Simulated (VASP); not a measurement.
# ZrB2 (P6/mmm) in VASP: single point with PBE

Aim: the single point of ZrB2 with PBE.

Program: VASP 6.6.1. These are calculated values, not measurements. Logs are shortened: lines on timing, memory, paths and dates and some standing lists are left out, and cuts for length are marked.

**1. The crystal as given**

Symmetry: P6/mmm, No. 191, hexagonal system. Conventional cell: a = 3.168 Å, b = 3.168 Å, c = 3.552 Å, α = 90.00°, β = 90.00°, γ = 120.00°. Around Zr (site symmetry 6/mmm) lie 12 B at 2.55 Å. B (site symmetry -6m2) has 3 B at 1.83 Å as nearest neighbours.

The cell is a database's computed one.

**2. Single point, PBE**

Input file INCAR:

```
PREC     = Accurate       # precision mode
ENCUT    = 520            # plane-wave cutoff, eV
EDIFF    = 1E-7           # SCF threshold, eV
ISMEAR   = 0              # smearing method
SIGMA    = 0.1            # smearing width, eV
LREAL    = F              # projectors in reciprocal space
LASPH    = T              # aspherical terms in the spheres
NELM     = 100            # most SCF steps
ALGO     = Normal         # electronic algorithm
ISIF     = 2              # what is computed and relaxed
LWAVE    = F              # write WAVECAR
LCHARG   = F              # write CHGCAR
GGA      = PE             # functional
NBANDS   = 16             # bands
```

Input file KPOINTS:

```
regular mesh
0
Gamma
  6 6 6
```

Input file POSCAR:

```
ZrB2
1.0
    3.1675250000      0.0000000000      0.0000000000
   -1.5837620000      2.7431570000      0.0000000000
    0.0000000000      0.0000000000      3.5523880000
Zr B
1 2
Direct
    0.0000000000      0.0000000000      0.0000000000
    0.3333330000      0.6666670000      0.5000000000
    0.6666670000      0.3333330000      0.5000000000
```

Potentials or basis: VASP PAW PBE potentials, release 64 (Zr_sv, B).

The run is started by

```
$ cat potpaw_PBE.64/Zr_sv/POTCAR potpaw_PBE.64/B/POTCAR > POTCAR
$ mpirun -np 1 vasp_std > vasp.out
```

OUTCAR:

```text
PREC = Accurate
   ENCUT = 520
   EDIFF = 1E-7
   ISMEAR = 0
   LREAL = F
   LASPH = T
   NELM = 100
   ISIF = 2
   GGA = PE

 ion  position               nearest neighbor table
   1  0.000  0.000  0.000-   2 2.55   3 2.55   2 2.55   3 2.55   2 2.55   2 2.55   3 2.55   3 2.55
                             3 2.55   3 2.55   2 2.55   2 2.55
   2  0.333  0.667  0.500-   3 1.83   3 1.83   3 1.83   1 2.55   1 2.55   1 2.55   1 2.55   1 2.55
                             1 2.55
   3  0.667  0.333  0.500-   2 1.83   2 1.83   2 1.83   1 2.55   1 2.55   1 2.55   1 2.55   1 2.55
                             1 2.55

  LATTYP: Found a hexagonal cell.
 ALAT       =     3.1675250000
 C/A-ratio  =     1.1215027506

  Lattice vectors:

 A1 = (   3.1675250000,   0.0000000000,   0.0000000000)
 A2 = (  -1.5837620000,   2.7431570000,   0.0000000000)
 A3 = (   0.0000000000,   0.0000000000,   3.5523880000)

Analysis of symmetry for initial positions (statically):
=====================================================================
 Subroutine PRICEL returns:
 Original cell was already a primitive cell.

 Routine SETGRP: Setting up the symmetry group for a
 hexagonal supercell.

 Subroutine GETGRP returns: Found 24 space group operations
 (whereof 24 operations were pure point group operations)
 out of a pool of 24 trial point group operations.

The static configuration has the point symmetry D_6h.

Analysis of symmetry for dynamics (positions and initial velocities):
=====================================================================
 Subroutine PRICEL returns:
 Original cell was already a primitive cell.

 Routine SETGRP: Setting up the symmetry group for a
 hexagonal supercell.

 Subroutine GETGRP returns: Found 24 space group operations
 (whereof 24 operations were pure point group operations)
 out of a pool of 24 trial point group operations.

The dynamic configuration has the point symmetry D_6h.

 Subroutine INISYM returns: Found 24 space group operations
 (whereof 24 operations are pure point group operations),
 and found     1 'primitive' translations

----------------------------------------------------------------------------------------

                                     Primitive cell

  volume of cell :      30.8668

  direct lattice vectors                    reciprocal lattice vectors
     3.167525000  0.000000000  0.000000000     0.315703901  0.182271683  0.000000000
    -1.583762000  2.743157000  0.000000000     0.000000000  0.364543480  0.000000000
     0.000000000  0.000000000  3.552388000     0.000000000  0.000000000  0.281500782

  length of vectors
     3.167525000  3.167524649  3.552388000     0.364543440  0.364543480  0.281500782

  position of ions in fractional coordinates (direct lattice)
     0.000000000  0.000000000  0.000000000
     0.333333000  0.666667000  0.500000000
     0.666667000  0.333333000  0.500000000

  ion indices of the primitive-cell ions
   primitive index   ion index
                 1           1
                 2           2
                 3           3

----------------------------------------------------------------------------------------

 KPOINTS: regular mesh

Automatic generation of k-mesh.
 Grid dimensions read from file:
 generate k-points for:    6    6    6

 Generating k-lattice:

  Cartesian coordinates                     Fractional coordinates (reciprocal lattice)
     0.052617317  0.030378614  0.000000000     0.166666667  0.000000000  0.000000000
     0.000000000  0.060757247  0.000000000     0.000000000  0.166666667  0.000000000
     0.000000000  0.000000000  0.046916797     0.000000000  0.000000000  0.166666667

  Length of vectors
     0.060757240  0.060757247  0.046916797

  Shift w.r.t. Gamma in fractional coordinates (k-lattice)
     0.000000000  0.000000000  0.000000000

 Subroutine IBZKPT returns following result:
 ===========================================

 Found     28 irreducible k-points:

 Following reciprocal coordinates:
            Coordinates               Weight
  0.000000  0.000000  0.000000      1.000000
  0.166667  0.000000  0.000000      6.000000
  0.333333  0.000000  0.000000      6.000000
  0.500000  0.000000  0.000000      3.000000
  0.166667  0.166667  0.000000      6.000000
  0.333333  0.166667  0.000000     12.000000
[... 16 lines left out ...]
  0.166667  0.000000  0.500000      6.000000
  0.333333  0.000000  0.500000      6.000000
 [... further k-points ...]
   k-points           NKPTS =     28   k-points in BZ     NKDIM =     28   number of bands    NBANDS=     16
   number of dos      NEDOS =    301   number of ions     NIONS =      3
   total plane-waves  NPLWV =  16128
   dimension x,y,z NGX =    24 NGY =   24 NGZ =   28
   dimension x,y,z NGXF=    48 NGYF=   48 NGZF=   56
   ions per type =               1   2
   NGX,Y,Z   is equivalent  to a cutoff of  12.60, 12.60, 13.10 a.u.
   NGXF,Y,Z  is equivalent  to a cutoff of  25.19, 25.19, 26.21 a.u.
 SYSTEM =  unknown system
   PREC   = accura    normal or accurate (medium, high low for compatibility)
   ISTART =      0    job   : 0-new  1-cont  2-samecut
   ICHARG =      2    charge: 1-file 2-atom 10-const
   ISPIN  =      1    spin polarized calculation?
   LNONCOLLINEAR =      F non collinear calculations
   LSORBIT =      F    spin-orbit coupling
   LASPH  =      T    aspherical Exc in radial PAW
   ENCUT  =  520.0 eV  38.22 Ry    6.18 a.u.   5.89  5.89  6.61*2*pi/ulx,y,z
   NELM   =    100;   NELMIN=  2; NELMDL= -5     # of ELM steps
   EDIFF  = 0.1E-06   stopping-criterion for ELM
   LREAL  =      F    real-space projection
   EDIFFG = 0.1E-05   stopping-criterion for IOM
   NSW    =      0    number of steps for IOM
   IBRION =     -1    ionic relax: 0-MD 1-quasi-New 2-CG
   NFREE  =      0    steps in history (QN), initial steepest desc. (CG)
   ISIF   =      2    stress and relaxation
   ISYM   =      2    0-nonsym 1-usesym 2-fastsym
   POTIM  = 0.5000    time-step for ionic-motion
   TEBEG  =    0.0;   TEEND  =   0.0 temperature during run
   PSTRESS=    0.0 pullay stress
   NELECT =      18.0000    total number of electrons
   NUPDOWN=      -1.0000    fix difference up-down
   EMIN   =  10.00;   EMAX   =-10.00  energy-range for DOS
   EFERMI =   0.00;   METHOD = LEGACY
   ISMEAR =     0;   SIGMA  =   0.10  broadening in eV -4-tet -1-fermi 0-gaus
   EFERMI_NEDOS =   21; number of points for ismear=-14 and -15
   IALGO  =     38    algorithm
   IMIX   =      4    mixing-type and parameters
     AMIX     =   0.40;   BMIX     =  1.00
     AMIX_MAG =   1.60;   BMIX_MAG =  1.00
  volume/ion in A,a.u.               =      10.29        69.43
  Fermi-wavevector in a.u.,A,eV,Ry     =   1.367735  2.584644 25.452406  1.870699
  Thomas-Fermi vector in A             =   2.493761
   LORBIT       =      0    0 simple, 1 ext, 2 COOP (PROOUT), +10 PAW based schemes
   GGA     = PE    functional components
   LHFCALC =     F    Hartree Fock is set to
   AEXX    =    0.0000 exact exchange contribution
   IVDW    =     0    specifies the selected vdW correction
   LEPSILON=     F    determine dielectric tensor
   LRPA    =     F    only Hartree local field effects (RPA)
 non-spin polarized calculation
 Gauss-broadening in eV      SIGMA  =   0.10
  energy-cutoff  :      520.00
  volume of cell :       30.87
 maximum number of plane-waves:       852
 NGX is ok and might be reduce to    24
   NGX = 11   NGY = 11   NGZ = 13

 number of electron      18.0000000 magnetization

 Free energy of the ion-electron system (eV)
  ---------------------------------------------------
  ext. energy  EPLUGINS =         0.00000000
  ---------------------------------------------------
  free energy    TOTEN  =       -24.92583318 eV

  energy without entropy =      -24.92027507  energy(sigma->0) =      -24.92305413

 E-fermi :  10.1002     XC(G=0): -12.4240

 val. band max:       10.0129591023   @ k =   0.1667   0.1667   0.1667
 cond. band min:      10.1549699494   @ k =   0.1667   0.1667   0.1667
 fundamental gap:      0.1420108471
 Fermi energy:        10.1002257449

 k-point     1 :       0.0000    0.0000    0.0000
  band No.  band energies     occupation
      1     -38.1662      2.00000
      2     -16.3714      2.00000
      3     -15.7859      2.00000
      4     -15.7859      2.00000
      5      -2.2431      2.00000
      6       7.8918      2.00000
[... 8 lines left out ...]
     15      15.6468      0.00000
     16      15.6469      0.00000

 k-point     2 :       0.1667    0.0000    0.0000
  band No.  band energies     occupation
      1     -38.1373      2.00000
      2     -16.3284      2.00000
      3     -16.0341      2.00000
      4     -15.8403      2.00000
      5      -1.7042      2.00000
      6       6.5191      2.00000
[... 8 lines left out ...]
     15      17.2439      0.00000
     16      17.4359      0.00000

 k-point     3 :       0.3333    0.0000    0.0000
  band No.  band energies     occupation
      1     -38.0788      2.00000
      2     -16.5017      2.00000
      3     -16.2411      2.00000
      4     -15.9470      2.00000
      5      -0.2765      2.00000
      6       4.1174      2.00000
[... 8 lines left out ...]
     15      18.6955      0.00000
     16      20.3922      0.00000

 k-point     4 :       0.5000    0.0000    0.0000
  band No.  band energies     occupation
      1     -38.0493      2.00000
      2     -16.7232      2.00000
      3     -16.1969      2.00000
      4     -15.9994      2.00000
      5       1.5369      2.00000
      6       1.9671      2.00000
[... 8 lines left out ...]
     15      18.1654      0.00000
     16      20.3992      0.00000
[... 324 lines left out ...]
 k-point    22 :       0.0000    0.0000    0.5000
  band No.  band energies     occupation
      1     -38.1481      2.00000
      2     -16.7173      2.00000
      3     -15.7617      2.00000
      4     -15.7617      2.00000
      5      -0.2555      2.00000
      6       3.5306      2.00000
[... 8 lines left out ...]
     15      17.6838      0.00000
     16      21.2140      0.00000

 k-point    23 :       0.1667    0.0000    0.5000
  band No.  band energies     occupation
      1     -38.1196      2.00000
      2     -16.6581      2.00000
      3     -15.9989      2.00000
      4     -15.8131      2.00000
      5      -0.1347      2.00000
      6       4.3018      2.00000
[... 8 lines left out ...]
     15      18.6316      0.00000
     16      20.5335      0.00000

 k-point    24 :       0.3333    0.0000    0.5000
  band No.  band energies     occupation
      1     -38.0619      2.00000
      2     -16.5371      2.00000
      3     -16.4485      2.00000
      4     -15.9140      2.00000
      5       0.2370      2.00000
      6       4.5978      2.00000
[... 8 lines left out ...]
     15      18.8923      0.00000
     16      22.0894      0.00000

 [... further k-points ...]

------------------------ aborting loop because EDIFF is reached ----------------------------------------

  FORCE on cell =-STRESS in cart. coord.  units (eV):
  Direction    XX          YY          ZZ          XY          YZ          ZX
  --------------------------------------------------------------------------------------
  -------------------------------------------------------------------------------------
  Total        0.2421481      0.2421481     -0.3145501      0.0000000      0.0000000      0.0000000
  in kB       12.5689971     12.5689960    -16.3271100      0.0000023      0.0000000      0.0000000
  external PRESSURE =       2.9369610 kB  Pullay stress =       0.0000000 kB

 VOLUME and BASIS-vectors are now :
 -----------------------------------------------------------------------------
  energy-cutoff  :      520.00
  volume of cell :       30.87
      direct lattice vectors                 reciprocal lattice vectors
     3.167525000  0.000000000  0.000000000     0.315703901  0.182271683  0.000000000
    -1.583762000  2.743157000  0.000000000     0.000000000  0.364543480  0.000000000
     0.000000000  0.000000000  3.552388000     0.000000000  0.000000000  0.281500782

 POSITION                                       TOTAL-FORCE (eV/Angst)
 -----------------------------------------------------------------------------------
      0.00000      0.00000      0.00000         0.000000      0.000000      0.000000
     -0.00000      1.82877      1.77619         0.000000      0.000000      0.000000
      1.58376      0.91438      1.77619        -0.000000     -0.000000     -0.000000
 -----------------------------------------------------------------------------------
    total drift:                                0.000000     -0.000000      0.000000

  FREE ENERGIE OF THE ION-ELECTRON SYSTEM (eV)
  ---------------------------------------------------
  free  energy   TOTEN  =       -24.9258331820 eV

  energy  without entropy=      -24.9202750698  energy(sigma->0) =      -24.92305413
```

It took 20 s on 1 thread of Intel Xeon Platinum 8175M at 2.50GHz (Skylake/Cascade Lake), shared host; peak memory 0.14 GiB.

What came out:

```
Free energy            : -24.9258 eV
Pressure               : 0.3 GPa
Band gap on the k mesh : none (metal or under the smearing width)
```

Caveat: the k mesh is coarse (spacing up to 0.38 Å⁻¹), so the values aren't converged.
